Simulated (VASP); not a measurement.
# SiO2 (Stishovite) (P4_2/mnm) in VASP: notebook, part 2 of 2

VASP 6.6.1. The steps go on from the part before.

## 4. Relaxation of cell and atoms, PBEsol, target pressure 15 GPa, at which the enthalpy is minimised

Contents of INCAR:

```
  ALGO = Normal
  EDIFF = 1E-6
  EDIFFG = -0.01
  ENCUT = 600
  GGA = PS
  IBRION = 2
  ISIF = 3
  ISMEAR = 0
  KPAR = 2
  LASPH = T
  LCHARG = F
  LREAL = F
  LWAVE = F
  NELM = 80
  NSW = 90
  PREC = Accurate
  PSTRESS = 150.0
  SIGMA = 0.03
```

Contents of KPOINTS:

```
k-points
0
Gamma
  8 8 10
```

Contents of POSCAR:

```
SiO2
1.0
    4.1773000000      0.0000000000      0.0000000000
    0.0000000000      4.1773000000      0.0000000000
    0.0000000000      0.0000000000      2.6652000000
Si O
2 4
Direct
    0.0000000000      0.0000000000      0.0000000000
    0.5000000000      0.5000000000      0.5000000000
    0.3059000000      0.3059000000      0.0000000000
    0.1941000000      0.8059000000      0.5000000000
    0.6941000000      0.6941000000      0.0000000000
    0.8059000000      0.1941000000      0.5000000000
```

Potentials or basis: VASP PAW PBE potentials, release 64 (Si, O).

On the command line:

```sh
$ cat potpaw_PBE.64/Si/POTCAR potpaw_PBE.64/O/POTCAR > POTCAR
$ mpirun -np 2 vasp_std > vasp.out
```

OUTCAR:

```text
EDIFF = 1E-6
   EDIFFG = -0.01
   ENCUT = 600
   GGA = PS
   IBRION = 2
   ISIF = 3
   ISMEAR = 0
   LASPH = T
   LREAL = F
   NELM = 80
   NSW = 90
   PREC = Accurate
   PSTRESS = 150.0

 ion  position               nearest neighbor table
   1  0.000  0.000  0.000-   4 1.76   6 1.76   4 1.76   6 1.76   5 1.81   3 1.81
   2  0.500  0.500  0.500-   3 1.76   5 1.76   3 1.76   5 1.76   4 1.81   6 1.81
   3  0.306  0.306  0.000-   2 1.76   2 1.76   1 1.81
   4  0.194  0.806  0.500-   1 1.76   1 1.76   2 1.81
   5  0.694  0.694  0.000-   2 1.76   2 1.76   1 1.81
   6  0.806  0.194  0.500-   1 1.76   1 1.76   2 1.81

  LATTYP: Found a simple tetragonal cell.
 ALAT       =     4.1773000000
 C/A-ratio  =     0.6380197735

  Lattice vectors:

 A1 = (   4.1773000000,   0.0000000000,   0.0000000000)
 A2 = (   0.0000000000,   4.1773000000,   0.0000000000)
 A3 = (   0.0000000000,   0.0000000000,   2.6652000000)

Analysis of symmetry for initial positions (statically):
=====================================================================
 Subroutine PRICEL returns:
 Original cell was already a primitive cell.

 Routine SETGRP: Setting up the symmetry group for a
 simple tetragonal supercell.

 Subroutine GETGRP returns: Found 16 space group operations
 (whereof  8 operations were pure point group operations)
 out of a pool of 16 trial point group operations.

The static configuration has the point symmetry D_2h.
 The point group associated with its full space group is D_4h.

Analysis of symmetry for dynamics (positions and initial velocities):
=====================================================================
 Subroutine PRICEL returns:
 Original cell was already a primitive cell.

 Routine SETGRP: Setting up the symmetry group for a
 simple tetragonal supercell.

 Subroutine GETGRP returns: Found 16 space group operations
 (whereof  8 operations were pure point group operations)
 out of a pool of 16 trial point group operations.

The dynamic configuration has the point symmetry D_2h.
 The point group associated with its full space group is D_4h.

 Subroutine INISYM returns: Found 16 space group operations
 (whereof  8 operations are pure point group operations),
 and found     1 'primitive' translations

----------------------------------------------------------------------------------------

                                     Primitive cell

  volume of cell :      46.5073

  direct lattice vectors                    reciprocal lattice vectors
     4.177300000  0.000000000  0.000000000     0.239389079  0.000000000  0.000000000
     0.000000000  4.177300000  0.000000000     0.000000000  0.239389079  0.000000000
     0.000000000  0.000000000  2.665200000     0.000000000  0.000000000  0.375206363

  length of vectors
     4.177300000  4.177300000  2.665200000     0.239389079  0.239389079  0.375206363

  position of ions in fractional coordinates (direct lattice)
     0.000000000  0.000000000  0.000000000
     0.500000000  0.500000000  0.500000000
     0.305900000  0.305900000  0.000000000
     0.194100000  0.805900000  0.500000000
     0.694100000  0.694100000  0.000000000
[... 43 lines left out ...]
  0.500000  0.000000  0.000000      2.000000
  0.125000  0.125000  0.000000      4.000000
[... 16 lines left out ...]
  0.375000  0.125000  0.100000     16.000000
  0.500000  0.125000  0.100000      8.000000
 [... further k-points ...]
   k-points           NKPTS =     90   k-points in BZ     NKDIM =     90   number of bands    NBANDS=     20
   number of dos      NEDOS =    301   number of ions     NIONS =      6
   total plane-waves  NPLWV =  31104
   dimension x,y,z NGX =    36 NGY =   36 NGZ =   24
   dimension x,y,z NGXF=    72 NGYF=   72 NGZF=   48
   ions per type =               2   4
   NGX,Y,Z   is equivalent  to a cutoff of  14.33, 14.33, 14.97 a.u.
   NGXF,Y,Z  is equivalent  to a cutoff of  28.65, 28.65, 29.94 a.u.
 SYSTEM =  unknown system
   PREC   = accura    normal or accurate (medium, high low for compatibility)
   ISTART =      0    job   : 0-new  1-cont  2-samecut
   ICHARG =      2    charge: 1-file 2-atom 10-const
   ISPIN  =      1    spin polarized calculation?
   LNONCOLLINEAR =      F non collinear calculations
   LSORBIT =      F    spin-orbit coupling
   LASPH  =      T    aspherical Exc in radial PAW
   ENCUT  =  600.0 eV  44.10 Ry    6.64 a.u.   8.34  8.34  5.32*2*pi/ulx,y,z
   NELM   =     80;   NELMIN=  2; NELMDL= -5     # of ELM steps
   EDIFF  = 0.1E-05   stopping-criterion for ELM
   LREAL  =      F    real-space projection
   EDIFFG = -.1E-01   stopping-criterion for IOM
   NSW    =     90    number of steps for IOM
   IBRION =      2    ionic relax: 0-MD 1-quasi-New 2-CG
   NFREE  =      1    steps in history (QN), initial steepest desc. (CG)
   ISIF   =      3    stress and relaxation
   ISYM   =      2    0-nonsym 1-usesym 2-fastsym
   POTIM  = 0.5000    time-step for ionic-motion
   TEBEG  =    0.0;   TEEND  =   0.0 temperature during run
   PSTRESS=  150.0 pullay stress
   NELECT =      32.0000    total number of electrons
   NUPDOWN=      -1.0000    fix difference up-down
   EMIN   =  10.00;   EMAX   =-10.00  energy-range for DOS
   EFERMI =   0.00;   METHOD = LEGACY
   ISMEAR =     0;   SIGMA  =   0.03  broadening in eV -4-tet -1-fermi 0-gaus
   EFERMI_NEDOS =   21; number of points for ismear=-14 and -15
   IALGO  =     38    algorithm
   IMIX   =      4    mixing-type and parameters
     AMIX     =   0.40;   BMIX     =  1.00
     AMIX_MAG =   1.60;   BMIX_MAG =  1.00
  volume/ion in A,a.u.               =       7.75        52.31
  Fermi-wavevector in a.u.,A,eV,Ry     =   1.445277  2.731178 28.420200  2.088826
  Thomas-Fermi vector in A             =   2.563477
   LORBIT       =      0    0 simple, 1 ext, 2 COOP (PROOUT), +10 PAW based schemes
   GGA     = PS    functional components
   LHFCALC =     F    Hartree Fock is set to
   AEXX    =    0.0000 exact exchange contribution
   IVDW    =     0    specifies the selected vdW correction
   LEPSILON=     F    determine dielectric tensor
   LRPA    =     F    only Hartree local field effects (RPA)
 conjugate gradient relaxation of ions
 non-spin polarized calculation
 Gauss-broadening in eV      SIGMA  =   0.03
  energy-cutoff  :      600.00
  volume of cell :       46.51
 maximum number of plane-waves:      1576
 NGX is ok and might be reduce to    36
   NGX = 17   NGY = 17   NGZ = 11

--------------------------------------- Ionic step        1  -------------------------------------------

 number of electron      32.0000002 magnetization

 Free energy of the ion-electron system (eV)
  ---------------------------------------------------
  ext. energy  EPLUGINS =         0.00000000
  ---------------------------------------------------
  free energy    TOTEN  =       -48.98636916 eV

  energy without entropy =      -48.98636916  energy(sigma->0) =      -48.98636916

------------------------ aborting loop because EDIFF is reached ----------------------------------------

  FORCE on cell =-STRESS in cart. coord.  units (eV):
  Direction    XX          YY          ZZ          XY          YZ          ZX
  --------------------------------------------------------------------------------------
  -------------------------------------------------------------------------------------
  Total        1.1308945      1.1308945      1.8084618      0.0000000      0.0000000      0.0000000
  in kB       38.9593347     38.9593347     62.3015411      0.0000000      0.0000000      0.0000000
  external PRESSURE =    -103.2599299 kB  Pullay stress =     150.0000000 kB
[... 239 lines left out ...]
--------------------------------------- Ionic step        7  -------------------------------------------

 number of electron      31.9999996 magnetization

 Free energy of the ion-electron system (eV)
  ---------------------------------------------------
  ext. energy  EPLUGINS =         0.00000000
  ---------------------------------------------------
  free energy    TOTEN  =       -48.90133184 eV

  energy without entropy =      -48.90133184  energy(sigma->0) =      -48.90133184

 E-fermi :   8.8195     XC(G=0): -12.7143

 val. band max:        8.6801736114   @ k =   0.0000   0.0000   0.0000
 cond. band min:      14.7661078746   @ k =   0.0000   0.0000   0.0000
 fundamental gap:      6.0859342632
 Fermi energy:         8.8195331462

 k-point     1 :       0.0000    0.0000    0.0000
  band No.  band energies     occupation
      1     -14.2542      2.00000
      2     -10.3986      2.00000
      3     -10.3986      2.00000
      4     -10.0196      2.00000
      5      -2.5904      2.00000
      6       1.9769      2.00000
[... 541 lines left out ...]
     19      18.4186      0.00000
     20      18.4186      0.00000

 [... further k-points ...]

------------------------ aborting loop because EDIFF is reached ----------------------------------------

  FORCE on cell =-STRESS in cart. coord.  units (eV):
  Direction    XX          YY          ZZ          XY          YZ          ZX
  --------------------------------------------------------------------------------------
  -------------------------------------------------------------------------------------
  Total        4.2009179      4.2009179      4.2027965     -0.0000000      0.0000000      0.0000000
  in kB      149.5227276    149.5227276    149.5895906     -0.0000000      0.0000000      0.0000000
  external PRESSURE =      -0.4549847 kB  Pullay stress =     150.0000000 kB
[... 25 lines left out ...]
  energy  without entropy=      -48.9013318368  energy(sigma->0) =      -48.90133184

  enthalpy is  TOTEN    =       -44.6870047065 eV   P V=        4.2143271303

 reached required accuracy - stopping structural energy minimisation
```

Run time: 76 s. Hardware: 2 MPI ranks of Intel Xeon Platinum 8559C (Emerald Rapids), shared host; peak memory 0.22 GiB.

Results:

| Item | Value |
| --- | --- |
| Free energy | -48.9013 eV |
| Relaxed volume | 7.50 Å³/atom |
| Relaxed cell | a = 4.117 Å, b = 4.117 Å, c = 2.656 Å, α = 90.00°, β = 90.00°, γ = 90.00° |
| Space group after relaxing (to 0.05 Å) | P4_2/mnm (No. 136) |
| Energy change on relaxing (the enthalpy is what falls) | +14.2 meV/atom |
| Ionic steps | 7 |
| Pressure after relaxing | 15.0 GPa |
| Band gap on the k mesh | 6.09 eV, direct |

Step by step:
```tsv
step	energy change (eV)	largest force (eV/Å)	pressure (GPa)	volume (Å³)
1	0.0000	0.0899	4.67	46.51
2	0.3542	0.4697	32.52	43.22
3	0.0832	0.2516	15.29	45.11
4	0.0891	0.1059	15.06	44.98
5	0.0865	0.0397	15.08	45.00
6	0.0848	0.0074	14.93	45.02
7	0.0850	0.0005	14.95	45.01
```

Final structure:
```
Si O
1.0
     4.11704    0.00000    0.00000
     0.00000    4.11704    0.00000
     0.00000    0.00000    2.65569
Si O
2 4
Direct
  0.00000 0.00000 0.00000
  0.50000 0.50000 0.50000
  0.30423 0.30423 0.00000
  0.19577 0.80423 0.50000
  0.69577 0.69577 0.00000
  0.80423 0.19577 0.50000
```

Levels at points of the mesh, in eV from the valence-band top:
| k point | band 14 | band 15 | band 16 | band 17 | band 18 | band 19 |
| --- | --- | --- | --- | --- | --- | --- |
| (0.00, 0.00, 0.00) | -0.92 | -0.92 | 0.00 | 6.09 | 6.52 | 8.44 |
| (0.50, 0.00, 0.00) | -2.79 | -1.10 | -1.10 | 8.00 | 8.00 | 9.04 |
| (0.50, 0.50, 0.00) | -2.90 | -2.41 | -2.41 | 7.69 | 7.69 | 10.15 |
| (0.00, 0.00, 0.50) | -3.38 | -2.83 | -2.83 | 9.46 | 9.46 | 12.74 |
| (0.50, 0.00, 0.50) | -2.37 | -1.88 | -1.88 | 8.98 | 8.98 | 10.20 |
| (0.50, 0.50, 0.50) | -1.78 | -1.67 | -1.67 | 7.41 | 7.41 | 11.18 |

Caveat: the cell is relaxed towards a set pressure, so the enthalpy falls and the energy may rise; the PAW data sets were made with another functional, which shifts forces and pressure a little. As with any semilocal functional, this PBEsol gap is likely too small.
